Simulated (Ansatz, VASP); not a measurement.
## La2O3 in VASP and in Ansatz

```
La O
1.0
     3.85054    0.00000    0.00000
    -1.92527    3.33466    0.00000
     0.00000    0.00000    5.98718
La O
2 3
Direct
  0.33333 0.66667 0.24624
  0.66667 0.33333 0.75376
  0.00000 0.00000 0.00000
  0.33333 0.66667 0.64589
  0.66667 0.33333 0.35411
```

Change from the starting cell: volume scaled by 0.94.

Alike in both runs: task single point; functional PBE; k mesh 8 × 8 × 5; occupations fermi-dirac, width 0.05 eV; no spin polarisation.

|  | VASP | Ansatz |
| --- | --- | --- |
| version | VASP 6.6.1 | Ansatz 0.2.0 |
| potentials or method | VASP PAW PBE potentials, release 64 (La, O) | Ansatz PAW |
| plane-wave cutoff (eV) | 520 | 420 |
| valence electrons in the cell | 40 | 40 |

VASP gave:

| Quantity | Value |
| --- | --- |
| gap on the k mesh at the Fermi level (eV) | 3.93 |
| least direct gap on the mesh (eV) | 4.04 |
| pressure (GPa) | 11.2 |
| largest component of the traceless stress (GPa) | 1.29 |
| rms of the force components (eV/Å) | 0.186 |

**Question.** Estimate Ansatz's values.

**Answer.** gap on the k mesh at the Fermi level (eV): 3.92; least direct gap on the mesh (eV): 4.03; pressure (GPa): 11.6; largest component of the traceless stress (GPa): 1.35; rms of the force components (eV/Å): 0.192.

Atom by atom the forces differ by 0.006 eV/Å (rms over components).

Caveats: spin-orbit coupling is left out, which moves the levels of the heavy elements; an odd mesh through Γ misses points on the zone boundary, where band edges often lie (VASP); odd divisions of the mesh miss points on the zone boundary, where band edges often lie, so the gap on the mesh can be too wide (Ansatz); the pressure holds a Pulay correction of +0.5 GPa for the finite cutoff (Ansatz).
